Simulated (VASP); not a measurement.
# K in VASP: a series of runs

The runs below take K through relaxation of the atoms, with PBE+D3, PBE+D3(BJ).

Everything below comes from runs of VASP 6.6.1. Logs are shortened: lines on timing, memory, paths and dates and some standing lists are left out, and cuts for length are marked.

**1. The slab as given**

The cell holds a slab with vacuum, 3 atoms: a = 4.725 Å, b = 4.725 Å, c = 22.812 Å, α = 90.00°, β = 90.00°, γ = 117.88°.

The slab is cut from a database's or a generator's crystal, which needn't be the stable form of the element.

**2. Relaxation of the atoms, PBE+D3**

Contents of INCAR:

```
ALGO = Normal ; DIPOL = 0.5 0.5 0.500
EDIFF = 1E-6 ; EDIFFG = -0.01
ENCUT = 520 ; GGA = PE
IBRION = 2 ; IDIPOL = 3
ISIF = 2 ; ISMEAR = -1
IVDW = 11 ; LASPH = True
LCHARG = False ; LDIPOL = True
LREAL = False ; LWAVE = False
NELM = 80 ; NSW = 60
PREC = Accurate ; SIGMA = 0.05
```

Contents of KPOINTS:

```
k-points
0
Gamma
  7 7 1
```

Contents of POSCAR:

```
K
1.0
    4.7251254772      0.0000000000      0.0000000000
   -2.2093571875      4.1767872334      0.0000000000
    0.0000000000      0.0000000000     22.8117980100
K
3
Selective dynamics
Direct
    0.1793869800      0.8206130200      0.3287772405  F F F
    0.8206130200      0.1793869800      0.5000000000  T T T
    0.1793869800      0.8206130200      0.6712227595  T T T
```

Potentials or basis: VASP PAW PBE potentials, release 64 (K_sv).

Started as:

```bash
> cat potpaw_PBE.64/K_sv/POTCAR > POTCAR
> mpirun -np 1 vasp_std > vasp.out
```

OUTCAR:

```text
EDIFF = 1E-6
   EDIFFG = -0.01
   ENCUT = 520
   GGA = PE
   IBRION = 2
   ISIF = 2
   ISMEAR = -1
   IVDW = 11
   LASPH = True
   LREAL = False
   NELM = 80
   NSW = 60
   PREC = Accurate
 IVDW          = 11

 ion  position               nearest neighbor table
   1  0.179  0.821  0.329-
   2  0.821  0.179  0.500-
   3  0.179  0.821  0.671-

  LATTYP: Found a base centered orthorhombic cell.
 ALAT       =     4.8759247000
 B/A-ratio  =     1.6602432150
 C/A-ratio  =     4.6784557624

  Lattice vectors:

 A1 = (   4.7251254772,   0.0000000000,   0.0000000000)
 A2 = (  -2.2093571875,   4.1767872334,   0.0000000000)
 A3 = (   0.0000000000,   0.0000000000,  22.8117980100)

Analysis of symmetry for initial positions (statically):
=====================================================================
 Subroutine PRICEL returns:
 Original cell was already a primitive cell.

 Routine SETGRP: Setting up the symmetry group for a
 base centered orthorhombic supercell.

 Subroutine GETGRP returns: Found  4 space group operations
 (whereof  4 operations were pure point group operations)
 out of a pool of  8 trial point group operations.

The static configuration has the point symmetry C_2v.

Analysis of symmetry for dynamics (positions and initial velocities):
=====================================================================
 Subroutine PRICEL returns:
 Original cell was already a primitive cell.

 Routine SETGRP: Setting up the symmetry group for a
 base centered orthorhombic supercell.

 Subroutine GETGRP returns: Found  4 space group operations
 (whereof  4 operations were pure point group operations)
 out of a pool of  8 trial point group operations.

The dynamic configuration has the point symmetry C_2v.

Analysis of constrained symmetry for selective dynamics:
=====================================================================
 Subroutine PRICEL returns:
 Original cell was already a primitive cell.

 Routine SETGRP: Setting up the symmetry group for a
 base centered orthorhombic supercell.

 Subroutine GETGRP returns: Found  2 space group operations
 (whereof  2 operations were pure point group operations)
 out of a pool of  8 trial point group operations.

The constrained configuration has the point symmetry C_1h.

 Subroutine INISYM returns: Found  2 space group operations
 (whereof  2 operations are pure point group operations),
 and found     1 'primitive' translations

----------------------------------------------------------------------------------------

                                     Primitive cell

  volume of cell :     450.2101

  direct lattice vectors                    reciprocal lattice vectors
     4.725125477  0.000000000  0.000000000     0.211634591  0.111946427  0.000000000
    -2.209357188  4.176787233  0.000000000     0.000000000  0.239418468  0.000000000
     0.000000000  0.000000000 22.811798010     0.000000000  0.000000000  0.043836965

  length of vectors
     4.725125477  4.725125477 22.811798010     0.239418468  0.239418468  0.043836965

  position of ions in fractional coordinates (direct lattice)
     0.179386980  0.820613020  0.328777241
     0.820613020  0.179386980  0.500000000
     0.179386980  0.820613020  0.671222759

  ion indices of the primitive-cell ions
   primitive index   ion index
                 1           1
                 2           2
                 3           3

----------------------------------------------------------------------------------------

 KPOINTS: k-points

Automatic generation of k-mesh.
 Grid dimensions read from file:
 generate k-points for:    7    7    1

 Generating k-lattice:

  Cartesian coordinates                     Fractional coordinates (reciprocal lattice)
     0.030233513  0.015992347  0.000000000     0.142857143  0.000000000  0.000000000
     0.000000000  0.034202638  0.000000000     0.000000000  0.142857143  0.000000000
     0.000000000  0.000000000  0.043836965     0.000000000  0.000000000  1.000000000

  Length of vectors
     0.034202638  0.034202638  0.043836965

  Shift w.r.t. Gamma in fractional coordinates (k-lattice)
     0.000000000  0.000000000  0.000000000

 Subroutine IBZKPT returns following result:
 ===========================================

 Found     16 irreducible k-points:

 Following reciprocal coordinates:
            Coordinates               Weight
  0.000000  0.000000  0.000000      1.000000
  0.142857  0.000000  0.000000      4.000000
  0.285714  0.000000  0.000000      4.000000
  0.428571  0.000000  0.000000      4.000000
  0.142857  0.142857  0.000000      2.000000
  0.285714  0.142857  0.000000      4.000000
[... 8 lines left out ...]
  0.428571  0.428571  0.000000      2.000000
 -0.428571  0.428571  0.000000      2.000000
   k-points           NKPTS =     16   k-points in BZ     NKDIM =     16   number of bands    NBANDS=     17
   number of dos      NEDOS =    301   number of ions     NIONS =      3
   total plane-waves  NPLWV = 233280
   dimension x,y,z NGX =    36 NGY =   36 NGZ =  180
   dimension x,y,z NGXF=    72 NGYF=   72 NGZF=  360
   ions per type =               3
   NGX,Y,Z   is equivalent  to a cutoff of  12.67, 12.67, 13.12 a.u.
   NGXF,Y,Z  is equivalent  to a cutoff of  25.33, 25.33, 26.24 a.u.
 SYSTEM =  unknown system
   PREC   = accura    normal or accurate (medium, high low for compatibility)
   ISTART =      0    job   : 0-new  1-cont  2-samecut
   ICHARG =      2    charge: 1-file 2-atom 10-const
   ISPIN  =      1    spin polarized calculation?
   LNONCOLLINEAR =      F non collinear calculations
   LSORBIT =      F    spin-orbit coupling
   LASPH  =      T    aspherical Exc in radial PAW
   ENCUT  =  520.0 eV  38.22 Ry    6.18 a.u.   8.79  8.79 42.41*2*pi/ulx,y,z
   NELM   =     80;   NELMIN=  2; NELMDL= -5     # of ELM steps
   EDIFF  = 0.1E-05   stopping-criterion for ELM
   LREAL  =      F    real-space projection
   EDIFFG = -.1E-01   stopping-criterion for IOM
   NSW    =     60    number of steps for IOM
   IBRION =      2    ionic relax: 0-MD 1-quasi-New 2-CG
   NFREE  =      1    steps in history (QN), initial steepest desc. (CG)
   ISIF   =      2    stress and relaxation
   ISYM   =      2    0-nonsym 1-usesym 2-fastsym
   POTIM  = 0.5000    time-step for ionic-motion
   TEBEG  =    0.0;   TEEND  =   0.0 temperature during run
   PSTRESS=    0.0 pullay stress
   NELECT =      27.0000    total number of electrons
   NUPDOWN=      -1.0000    fix difference up-down
   EMIN   =  10.00;   EMAX   =-10.00  energy-range for DOS
   EFERMI =   0.00;   METHOD = LEGACY
   ISMEAR =    -1;   SIGMA  =   0.05  broadening in eV -4-tet -1-fermi 0-gaus
   EFERMI_NEDOS =   21; number of points for ismear=-14 and -15
   IALGO  =     38    algorithm
   IMIX   =      4    mixing-type and parameters
     AMIX     =   0.40;   BMIX     =  1.00
     AMIX_MAG =   1.60;   BMIX_MAG =  1.00
  volume/ion in A,a.u.               =     150.07      1012.72
  Fermi-wavevector in a.u.,A,eV,Ry     =   0.640803  1.210942  5.586935  0.410628
  Thomas-Fermi vector in A             =   1.706931
   LORBIT       =      0    0 simple, 1 ext, 2 COOP (PROOUT), +10 PAW based schemes
   GGA     = PE    functional components
   LHFCALC =     F    Hartree Fock is set to
   AEXX    =    0.0000 exact exchange contribution
   IVDW    =    11    specifies the selected vdW correction
   LEPSILON=     F    determine dielectric tensor
   LRPA    =     F    only Hartree local field effects (RPA)
 conjugate gradient relaxation of ions
 non-spin polarized calculation
  energy-cutoff  :      520.00
  volume of cell :      450.21
 maximum number of plane-waves:     12152
   NGX = 17   NGY = 17   NGZ = 85

--------------------------------------- Ionic step        1  -------------------------------------------

 number of electron      27.0000000 magnetization

 Free energy of the ion-electron system (eV)
  ---------------------------------------------------
  ext. energy  EPLUGINS =         0.00000000
  ---------------------------------------------------
  free energy    TOTEN  =        -2.89728549 eV

  energy without entropy =       -2.87471283  energy(sigma->0) =       -2.88599916

------------------------ aborting loop because EDIFF is reached ----------------------------------------

 Edisp (eV)   -0.29974

 E8    (eV) :    -0.2490

  FORCE on cell =-STRESS in cart. coord.  units (eV):
  Direction    XX          YY          ZZ          XY          YZ          ZX
  --------------------------------------------------------------------------------------
  -------------------------------------------------------------------------------------
  Total      -0.38789    -0.48418    -0.36604    -0.09102    -0.00000     0.00000
  in kB      -1.38039    -1.72306    -1.30263    -0.32391    -0.00000     0.00000
  external pressure =       -1.47 kB  Pullay stress =        0.00 kB
[... 100 lines left out ...]
  FREE ENERGIE OF THE ION-ELECTRON SYSTEM (eV)
  ---------------------------------------------------
  free  energy   TOTEN  =        -3.1973865342 eV

  energy  without entropy=       -3.1749060661  energy(sigma->0) =       -3.18614630

[... ionic steps 4 to 8 ...]

--------------------------------------- Ionic step        9  -------------------------------------------

 number of electron      27.0000001 magnetization

------------------------ aborting loop because EDIFF is reached ----------------------------------------

 Edisp (eV)   -0.30104

 E8    (eV) :    -0.2499
[... 67 lines left out ...]
  FREE ENERGIE OF THE ION-ELECTRON SYSTEM (eV)
  ---------------------------------------------------
  free  energy   TOTEN  =        -3.2025182061 eV

  energy  without entropy=       -3.1819968781  energy(sigma->0) =       -3.19225754

 dipolmoment           0.000000      0.000000     -0.000327 electrons x Angstroem

--------------------------------------- Ionic step       11  -------------------------------------------

 number of electron      26.9999999 magnetization

 dipolmoment           0.000000      0.000000      0.000361 electrons x Angstroem

 Free energy of the ion-electron system (eV)
  ---------------------------------------------------
  ext. energy  EPLUGINS =         0.00000000
  ---------------------------------------------------
  free energy    TOTEN  =        -2.90128754 eV

  energy without entropy =       -2.88151105  energy(sigma->0) =       -2.89139929

 E-fermi :  -1.1941     XC(G=0):  -3.3635

 val. band max:       -1.2254499683   @ k =  -0.4286   0.2857   0.0000
 cond. band min:      -1.1327136364   @ k =   0.1429   0.1429   0.0000
 fundamental gap:      0.0927363319
 Fermi energy:        -1.1941159157

 k-point     1 :       0.0000    0.0000    0.0000
  band No.  band energies     occupation
      1     -33.5081      2.00000
      2     -33.5070      2.00000
      3     -33.3665      2.00000
      4     -17.0096      2.00000
      5     -17.0061      2.00000
      6     -16.9575      2.00000
[... 9 lines left out ...]
     16      -0.5685      0.00001
     17       0.1286      0.00000
[... 285 lines left out ...]
      3     -33.3643      2.00000
      4     -17.0018      2.00000
      5     -17.0013      2.00000
      6     -17.0002      2.00000
[... 9 lines left out ...]
     16      -0.0416      0.00000
     17       0.2104      0.00000

------------------------ aborting loop because EDIFF is reached ----------------------------------------

 vacuum level on the upper side and lower side of the slab       (xc-potential included)        -0.320        -0.257

 Edisp (eV)   -0.30195

 E8    (eV) :    -0.2505

  FORCE on cell =-STRESS in cart. coord.  units (eV):
  Direction    XX          YY          ZZ          XY          YZ          ZX
  --------------------------------------------------------------------------------------
  -------------------------------------------------------------------------------------
  Total      -0.31727    -0.42972     0.00044    -0.10630    -0.00202     0.00335
  in kB      -1.12908    -1.52927     0.00157    -0.37828    -0.00718     0.01191
  external pressure =       -0.89 kB  Pullay stress =        0.00 kB
[... 18 lines left out ...]
  FREE ENERGIE OF THE ION-ELECTRON SYSTEM (eV)
  ---------------------------------------------------
  free  energy   TOTEN  =        -3.2032402882 eV

  energy  without entropy=       -3.1834637970  energy(sigma->0) =       -3.19335204

 reached required accuracy - stopping structural energy minimisation

 vacuum level on the upper side and lower side of the slab         1.471         0.744
```

It took 22 min on 1 thread of Intel Xeon Platinum 8488C (Sapphire Rapids), shared host; peak memory 0.6 GiB.

Results:

```yaml
Free_energy: -3.2032 eV
Energy_gained_by_relaxing: 2.1 meV/atom
Ionic_steps: 11
Band_gap_on_the_k_mesh: none (metal or under the smearing width)
Dispersion_energy_per_atom: -0.101 eV
```

The path:
```tsv
step	energy change (eV)	largest force (eV/Å)	pressure (GPa)
1	0.0000	0.0437	-0.15
2	-0.0001	0.0436	-0.15
3	-0.0004	0.0437	-0.15
4	-0.0009	0.0433	-0.14
5	-0.0018	0.0421	-0.14
6	-0.0029	0.0421	-0.13
7	-0.0029	0.0589	-0.11
8	-0.0033	0.0419	-0.12
9	-0.0040	0.0365	-0.11
10	-0.0055	0.0223	-0.11
11	-0.0062	0.0098	-0.09
```

Final structure:
```cif
data_structure
_symmetry_space_group_name_H-M 'P 1'
_symmetry_Int_Tables_number 1
_cell_length_a 4.7251
_cell_length_b 4.7251
_cell_length_c 22.8118
_cell_angle_alpha 90.000
_cell_angle_beta 90.000
_cell_angle_gamma 117.877
_cell_volume 450.21
loop_
_atom_site_label
_atom_site_type_symbol
_atom_site_fract_x
_atom_site_fract_y
_atom_site_fract_z
_atom_site_occupancy
K1 K 0.17939 0.82061 0.32878 1
K2 K 0.82672 0.17328 0.49289 1
K3 K 0.17643 0.82357 0.65838 1
```

**3. Relaxation of the atoms, PBE+D3(BJ)**

Changes to INCAR since step 2:

```diff
@@ -5,3 +5,3 @@
 ISIF = 2 ; ISMEAR = -1
-IVDW = 11 ; LASPH = True
+IVDW = 12 ; LASPH = True
 LCHARG = False ; LDIPOL = True
```

KPOINTS is that of step 2.

POSCAR is that of step 2.

Potentials or basis: VASP PAW PBE potentials, release 64 (K_sv).

Started as:

```bash
> cat potpaw_PBE.64/K_sv/POTCAR > POTCAR
> mpirun -np 1 vasp_std > vasp.out
```

It took 25 min on 1 thread of Intel Xeon Platinum 8488C (Sapphire Rapids), shared host; peak memory 0.59 GiB.

The run converged. Its results:

```yaml
Free_energy: -3.1604 eV
Energy_gained_by_relaxing: 4.0 meV/atom
Ionic_steps: 12
Band_gap_on_the_k_mesh: none (metal or under the smearing width)
Dispersion_energy_per_atom: -0.087 eV
```

Step by step:
| step | energy change (eV) | largest force (eV/Å) | pressure (GPa) |
| --- | --- | --- | --- |
| 1 | 0.0000 | 0.0546 | -0.19 |
| 2 | -0.0001 | 0.0545 | -0.19 |
| 3 | -0.0006 | 0.0544 | -0.19 |
| 4 | -0.0014 | 0.0539 | -0.18 |
| 5 | -0.0028 | 0.0538 | -0.18 |
| 6 | -0.0050 | 0.0527 | -0.17 |
| 7 | -0.0064 | 0.0580 | -0.15 |
| 8 | -0.0075 | 0.0541 | -0.14 |
| 9 | -0.0100 | 0.0415 | -0.13 |
| 10 | -0.0117 | 0.0162 | -0.11 |
| 11 | -0.0118 | 0.0170 | -0.11 |
| 12 | -0.0121 | 0.0041 | -0.12 |

Final structure:
```
K
1.0
     4.72513    0.00000    0.00000
    -2.20936    4.17679    0.00000
     0.00000    0.00000   22.81180
K
3
Cartesian
  -0.9654 3.4275 7.5000
  3.4995 0.7382 11.1975
  -0.9747 3.4331 14.8732
```

Levels at points of the mesh, in eV from the Fermi level:
| k point | band 11 | band 12 | band 13 | band 14 | band 15 | band 16 | band 17 |
| --- | --- | --- | --- | --- | --- | --- | --- |
| (0.00, 0.00, 0.00) | -15.63 | -15.63 | -2.00 | -1.39 | -0.47 | 0.65 | 1.34 |
